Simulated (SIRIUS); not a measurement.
The system is Hf.

```xyz
2
Lattice="3.1967 0.0000 0.0000 -1.5983 2.7684 0.0000 0.0000 0.0000 5.0578" Properties=species:S:1:pos:R:3 pbc="T T T"
Hf    1.5984    0.9228    3.7934
Hf    0.0000    1.8456    1.2645
```

Base run:

* Program: SIRIUS 7.12.0
* Functional: PBEsol
* Potentials or basis: PseudoDojo 0.4.1 PBE standard (scalar relativistic)
* Cutoff: 807 eV
* Density cutoff: 3227 eV
* k mesh: 10 × 10 × 5
* Occupations: fermi-dirac, width 0.05 eV
* Spin: no spin polarisation
* Hubbard terms: Hf d U = 2 eV

Its results: band gap on the k mesh none (metal or under the smearing width); pressure -0.9 GPa.

Question: The run is repeated on the same cell with these changes: hubbard terms from Hf d U = 2 eV to Hf d U = 6 eV. What comes out?

Answer: Band gap on the k mesh none (metal or under the smearing width); pressure 5.4 GPa.

Caveats: the potentials were made for another functional, which shifts forces and pressure; U without spin polarisation on a metal has little footing; the U is typed as a test and isn't derived for this compound.
